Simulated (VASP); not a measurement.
# MnO (Manganosite): how cutoff and mesh change the moments

How far do the magnetic moments of MnO (Manganosite) depend on cutoff and mesh? The starting structure is a measured crystal structure from the Crystallography Open Database. The reference starts from antiferromagnetic moments, in one pattern that fits into this cell.

Calculated with VASP 6.6.1; Kohn-Sham DFT with plane waves and PAW; PBEsol.

## Step 1: Starting point

It takes space group Fm-3m (No. 225, cubic). The conventional cell has a = 4.446 Å, b = 4.446 Å, c = 4.446 Å, α = 90.00°, β = 90.00°, γ = 90.00°. Mn has 6 O at 2.22 Å nearest. Nearest to O lie 6 Mn at 2.22 Å. Farther neighbours and most contacts between anions are not listed.

## Step 2: Reference run

The input, INCAR:

```
SYSTEM = MnO
PREC = Accurate
ENCUT = 480
EDIFF = 1E-07
NELM = 200
ISMEAR = 0
SIGMA = 0.05
LREAL = .FALSE.
ALGO = Normal
GGA = PS
NBANDS = 27
ISPIN = 2
MAGMOM = 4.8 -4.8 0 0
LASPH = .TRUE.
LMAXMIX = 4
LORBIT = 11
LWAVE = .FALSE.
LCHARG = .FALSE.
KPAR = 8
```

The input, POSCAR:

```
MnO
1.0
    0.0000000000      2.2230000000      2.2230000000
    2.2230000000      0.0000000000      2.2230000000
    4.4460000000      4.4460000000      0.0000000000
Mn O
2 2
Direct
    0.0000000000      0.0000000000      0.0000000000
    0.0000000000      0.0000000000      0.5000000000
    0.5000000000      0.5000000000      0.2500000000
    0.5000000000      0.5000000000      0.7500000000
```

The input, KPOINTS:

```
Automatic mesh
0
Gamma
14 14 14
0 0 0
```

Potentials, in the order of the species: Mn_pv and O (PBE family, release 64).

The run is started by

```bash
> mpirun -np 8 vasp_std
```

The program printed:

```text
[banner, memory and clock lines left out]
running    8 mpi-ranks, on    1 nodes
 distrk:  each k-point on    1 cores,    8 groups
 distr:  one band on    1 cores,    1 groups

 POSCAR found type information on POSCAR MnO
 POSCAR found :  2 types and       4 ions
|                                                                             |
|           W    W    AA    RRRRR   N    N  II  N    N   GGGG   !!!           |
|           W    W   A  A   R    R  NN   N  II  NN   N  G    G  !!!           |
|           W    W  A    A  R    R  N N  N  II  N N  N  G       !!!           |
|           W WW W  AAAAAA  RRRRR   N  N N  II  N  N N  G  GGG   !            |
|           WW  WW  A    A  R   R   N   NN  II  N   NN  G    G                |
|           W    W  A    A  R    R  N    N  II  N    N   GGGG   !!!           |
|                                                                             |
|     For optimal performance we recommend to set                             |
|       NCORE = 2 up to number-of-cores-per-socket                            |
|     NCORE specifies how many cores store one orbital (NPAR=cpu/NCORE).      |
|     This setting can greatly improve the performance of VASP for DFT.       |
|     The default, NCORE=1 might be grossly inefficient on modern             |
|     multi-core architectures or massively parallel machines. Do your        |
|     Unfortunately you need to use the default for GW and RPA                |
|     calculations (for HF NCORE is supported but not extensively tested      |
|     yet).                                                                   |
|                                                                             |

|                                                                             |
|               ----> ADVICE to this user running VASP <----                  |
|                                                                             |
|     You enforced a specific xc type in the INCAR file but a different       |
|     [... a line on the potential file left out ...]
|     I HOPE YOU KNOW WHAT YOU ARE DOING!                                     |
|                                                                             |

 LDA part: xc-table for (Slater+PW92), standard interpolation
 POSCAR, INCAR and KPOINTS ok, starting setup
 FFT: planning ... GRIDC
 FFT: planning ... GRID_SOFT
 FFT: planning ... GRID
 WAVECAR not read
 entering main loop
       N       E                     dE             d eps       ncg     rms          rms(c)
DAV:   1     0.428364304816E+03    0.42836E+03   -0.20796E+04 31952   0.164E+03
DAV:   2    -0.124074628981E+01   -0.42961E+03   -0.41076E+03 31889   0.475E+02
DAV:   3    -0.382867013306E+02   -0.37046E+02   -0.36349E+02 33760   0.146E+02
DAV:   4    -0.391228307293E+02   -0.83613E+00   -0.83104E+00 34607   0.230E+01
DAV:   5    -0.391323811890E+02   -0.95505E-02   -0.95473E-02 33627   0.269E+00    0.192E+01
DAV:   6    -0.350009474049E+02    0.41314E+01   -0.26260E+01 37681   0.482E+01    0.167E+01
DAV:   7    -0.347362390552E+02    0.26471E+00   -0.30889E+00 33999   0.216E+01    0.108E+01
DAV:   8    -0.347362922590E+02   -0.53204E-04   -0.55982E-01 33550   0.466E+00    0.636E+00
DAV:   9    -0.347060222821E+02    0.30270E-01   -0.48749E-02 38410   0.308E+00    0.157E+00
DAV:  10    -0.347082633965E+02   -0.22411E-02   -0.24002E-02 33512   0.147E+00    0.285E-01
DAV:  11    -0.347092449058E+02   -0.98151E-03   -0.11880E-03 33414   0.347E-01    0.978E-02
DAV:  12    -0.347093062303E+02   -0.61325E-04   -0.88023E-05 33850   0.740E-02    0.404E-02
DAV:  13    -0.347093232349E+02   -0.17005E-04   -0.20949E-05 37121   0.506E-02    0.203E-02
DAV:  14    -0.347093224915E+02    0.74332E-06   -0.61401E-06 34739   0.321E-02    0.663E-03
DAV:  15    -0.347093224468E+02    0.44692E-07   -0.57719E-06 33498   0.152E-02    0.327E-03
DAV:  16    -0.347093222858E+02    0.16104E-06   -0.28724E-07 27508   0.479E-03    0.203E-03
DAV:  17    -0.347093222716E+02    0.14236E-07   -0.10846E-07 16836   0.221E-03
   1 F= -.34709322E+02 E0= -.34709322E+02  d E =-.398043E-27  mag=    -0.0000
```

Run time: 1.9 min. Hardware: 8 MPI ranks of AMD EPYC 7R43, shared host; peak memory 4 GiB; 15 min of CPU time.

Lines that name or quote the potential files are left out of all logs, and their timing lines are given in words.

From OUTCAR (step 2):

```text
ion  position               nearest neighbor table
   1  0.000  0.000  0.000-   4 2.22   3 2.22   4 2.22   3 2.22   4 2.22   3 2.22   2 3.14   2 3.14
                             2 3.14   2 3.14   2 3.14   2 3.14
   2  0.000  0.000  0.500-   3 2.22   3 2.22   4 2.22   3 2.22   4 2.22   4 2.22   1 3.14   1 3.14
                             1 3.14   1 3.14   1 3.14   1 3.14
   3  0.500  0.500  0.250-   1 2.22   1 2.22   2 2.22   1 2.22   2 2.22   2 2.22
   4  0.500  0.500  0.750-   2 2.22   1 2.22   2 2.22   1 2.22   2 2.22   1 2.22

  LATTYP: Found a trigonal (rhomboedric) cell.
 ALAT       =     5.4452156982
 COS(alpha) =     0.8333333333

 Subroutine GETGRP returns: Found 12 space group operations
 (whereof 12 operations were pure point group operations)

The static configuration has the point symmetry D_3d.

 Found    288 irreducible k-points:

   k-points           NKPTS =    288   k-points in BZ     NKDIM =    288   number of bands    NBANDS=     27

   dimension x,y,z NGX =    24 NGY =   24 NGZ =   48
   dimension x,y,z NGXF=    48 NGYF=   48 NGZF=   96

   ENCUT  =  480.0 eV  35.28 Ry    5.94 a.u.   5.62  5.62 11.23*2*pi/ulx,y,z

   NELECT =      38.0000    total number of electrons

 k-points in reciprocal lattice and weights: Automatic mesh
   0.00000000  0.00000000  0.00000000       0.000
   0.07142857  0.00000000  0.00000000       0.002
   0.14285714  0.00000000  0.00000000       0.002
   0.21428571  0.00000000  0.00000000       0.002
   0.28571429  0.00000000  0.00000000       0.002
   0.35714286  0.00000000  0.00000000       0.002
   0.42857143  0.00000000  0.00000000       0.002
   0.50000000  0.00000000  0.00000000       0.001
   0.07142857  0.07142857  0.00000000       0.002
[...]
0.00000000  0.00000000  0.50000000       0.000
   0.50000000  0.00000000  0.50000000       0.001

 average (electrostatic) potential at core
       1 -67.1233       2 -67.1233       3 -68.9011       4 -68.9011

 E-fermi :   7.0203

 spin component 1
 k-point     1 :       0.0000    0.0000    0.0000
  band No.  band energies     occupation
    ...
     15       4.6061      1.00000
     16       4.6061      1.00000
     17       4.8103      1.00000
     18       5.9800      1.00000
     19       5.9800      1.00000
     20       7.4217      0.00000
     21       8.8103      0.00000
     22       8.8103      0.00000
     23       8.8139      0.00000
     24      10.2275      0.00000
    ...

 k-point     2 :       0.0714    0.0000    0.0000
  band No.  band energies     occupation
    ...
     15       4.6674      1.00000
     16       4.7021      1.00000
     17       4.8732      1.00000
     18       6.0843      1.00000
     19       6.0861      1.00000
     20       7.7743      0.00000
     21       8.7217      0.00000
     22       8.8438      0.00000
     23       8.8499      0.00000
     24      10.0707      0.00000
    ...

 k-point     3 :       0.1429    0.0000    0.0000
  band No.  band energies     occupation
    ...
     15       4.6757      1.00000
     16       4.8522      1.00000
     17       4.9891      1.00000
     18       6.3027      1.00000
     19       6.3151      1.00000
     20       8.4427      0.00000
     21       8.6114      0.00000
     22       8.9607      0.00000
     23       8.9792      0.00000
     24       9.9060      0.00000
    ...

 k-point     4 :       0.2143    0.0000    0.0000
  band No.  band energies     occupation
    ...
     15       4.6224      1.00000
     16       4.9886      1.00000
     17       5.1033      1.00000
     18       6.4899      1.00000
     19       6.5041      1.00000
     20       8.3178      0.00000
     21       8.9515      0.00000
     22       9.1174      0.00000
     23       9.6166      0.00000
     24       9.8869      0.00000
    ...

 k-point     5 :       0.2857    0.0000    0.0000
  band No.  band energies     occupation
    ...
     15       4.5053      1.00000
     16       5.1049      1.00000
     17       5.2178      1.00000
     18       6.5539      1.00000
     19       6.5743      1.00000
     20       8.2009      0.00000
     21       9.1329      0.00000
     22       9.2846      0.00000
     23       9.9951      0.00000
     24      10.0500      0.00000
    ...

 k-point     6 :       0.3571    0.0000    0.0000
  band No.  band energies     occupation
    ...
     15       4.3139      1.00000
     16       5.1876      1.00000
     17       5.3214      1.00000
     18       6.4819      1.00000
     19       6.5675      1.00000
     20       8.1776      0.00000
     21       9.3189      0.00000
     22       9.4377      0.00000
     23      10.1911      0.00000
     24      10.1972      0.00000
    ...

  Total       -2.1225161     -2.1225161     -2.1225161     -0.4826922      0.4826922      0.4826922
  in kB      -77.3897043    -77.3897043    -77.3897043    -17.5995863     17.5995863     17.5995863
  external PRESSURE =     -77.3897043 kB  Pullay stress =       0.0000000 kB

  energy-cutoff  :      480.00
  volume of cell :       43.94
      direct lattice vectors                 reciprocal lattice vectors
     0.000000000  2.223000000  2.223000000    -0.224921278  0.224921278  0.224921278
     2.223000000  0.000000000  2.223000000     0.224921278 -0.224921278  0.224921278
     4.446000000  4.446000000  0.000000000     0.112460639  0.112460639 -0.112460639

 POSITION                                       TOTAL-FORCE (eV/Angst)
 -----------------------------------------------------------------------------------
      0.00000      0.00000      0.00000         0.000000      0.000000      0.000000
      2.22300      2.22300      0.00000        -0.000000      0.000000      0.000000
      2.22300      2.22300      2.22300        -0.000000     -0.000000      0.000000
      4.44600      4.44600      2.22300        -0.000000     -0.000000     -0.000000
 -----------------------------------------------------------------------------------
    total drift:                                0.000000     -0.000000     -0.000000

  FREE ENERGIE OF THE ION-ELECTRON SYSTEM (eV)
  ---------------------------------------------------
  free  energy   TOTEN  =       -34.7093222716 eV

  energy  without entropy=      -34.7093222716  energy(sigma->0) =      -34.70932227

 total charge
# of ion       s       p       d       tot
------------------------------------------
    1        0.203   6.179   4.978  11.359
    2        0.203   6.179   4.978  11.359
    3        1.561   3.394   0.000   4.955
    4        1.561   3.394   0.000   4.955
--------------------------------------------------
tot          3.529  19.146   9.955  32.630

 magnetization (x)
# of ion       s       p       d       tot
------------------------------------------
    1        0.014   0.016   4.287   4.316
    2       -0.014  -0.016  -4.287  -4.316
    3        0.000   0.000   0.000   0.000
    4        0.000   0.000   0.000   0.000
--------------------------------------------------
tot          0.000   0.000   0.000   0.000

[... 1 further part left out ...]
```

The PAW data sets were made with PBE, which is usual practice but a small mismatch for other functionals. At this level the cell is under a tension of 7.7 GPa, so at these settings it is away from equilibrium.

Reference: the moments inside the Mn spheres have a mean size of 4.32 μB, and the cell carries 0.00 μB, with a gap of 0.76 eV on the mesh.

## Step 3: Run with a 7×7×7 mesh

Against step 2 the input has a 7×7×7 mesh.

INCAR is that of step 2.

POSCAR is that of step 2.

The input, KPOINTS:

```
Automatic mesh
0
Gamma
7 7 7
0 0 0
```

The run is started by

```bash
> mpirun -np 8 vasp_std
```

The program printed:

```text
[banner, memory and clock lines left out]
running    8 mpi-ranks, on    1 nodes
[...]
[... a notice as in an earlier step ...]

 [... a notice as in an earlier step ...]

 LDA part: xc-table for (Slater+PW92), standard interpolation
 POSCAR, INCAR and KPOINTS ok, starting setup
[...]
entering main loop
       N       E                     dE             d eps       ncg     rms          rms(c)
DAV:   1     0.429367967367E+03    0.42937E+03   -0.20703E+04  4848   0.164E+03
DAV:   2    -0.108128609085E+01   -0.43045E+03   -0.41161E+03  4888   0.476E+02
DAV:   3    -0.382918465690E+02   -0.37211E+02   -0.36514E+02  5157   0.147E+02
DAV:   4    -0.391216150503E+02   -0.82977E+00   -0.82555E+00  5279   0.229E+01
[...]
DAV:  15    -0.347084170587E+02    0.32995E-07   -0.61142E-06  5081   0.157E-02    0.348E-03
DAV:  16    -0.347084168893E+02    0.16935E-06   -0.30451E-07  4265   0.494E-03    0.208E-03
DAV:  17    -0.347084168760E+02    0.13292E-07   -0.11068E-07  2570   0.223E-03
   1 F= -.34708417E+02 E0= -.34708417E+02  d E =-.125220E-12  mag=    -0.0000
```

Run time: 23 s. Hardware: 8 MPI ranks; peak memory 1.7 GiB; 2.9 min of CPU time.

From OUTCAR (step 3):

```text
  Total       -2.1241438     -2.1241438     -2.1241438     -0.4828736      0.4828736      0.4828736
  in kB      -77.4490546    -77.4490546    -77.4490546    -17.6062006     17.6062006     17.6062006
  external PRESSURE =     -77.4490546 kB  Pullay stress =       0.0000000 kB

 POSITION                                       TOTAL-FORCE (eV/Angst)
 -----------------------------------------------------------------------------------
      0.00000      0.00000      0.00000        -0.000000     -0.000000      0.000000
      2.22300      2.22300      0.00000        -0.000000     -0.000000     -0.000000
      2.22300      2.22300      2.22300        -0.000000     -0.000000      0.000000
      4.44600      4.44600      2.22300         0.000000      0.000000     -0.000000
 -----------------------------------------------------------------------------------
    total drift:                                0.000000     -0.000000     -0.000000

  FREE ENERGIE OF THE ION-ELECTRON SYSTEM (eV)
  ---------------------------------------------------
  free  energy   TOTEN  =       -34.7084168760 eV

  energy  without entropy=      -34.7084168760  energy(sigma->0) =      -34.70841688

 magnetization (x)
# of ion       s       p       d       tot
------------------------------------------
    1        0.014   0.016   4.287   4.317
    2       -0.014  -0.016  -4.287  -4.317
    3        0.000   0.000   0.000   0.000
    4        0.000   0.000   0.000   0.000
--------------------------------------------------
tot          0.000   0.000   0.000   0.000

[... 1 part as in an earlier step ...]

[... 2 further parts left out ...]
[key lines of the parts left out:]
E-fermi :   6.8612
```

A 7×7×7 mesh: the moments inside the Mn spheres have a mean size of 4.32 μB, and the cell carries 0.00 μB, with a gap of 0.79 eV on the mesh.

[end of part 1 of 2]

[Lines on the potential files, build, host, timing and source positions are cut from VASP's logs without a mark.]

[Logs are printed without paths, hosts, clocks, repeated set-up lines and the standing remarks that a program may print on its own settings, such as how far it seeks lower states.]

[Hosts, paths, dates, database ids (printed as entryN), source tags and the programs' standing remarks are cut or masked in the printed files.]
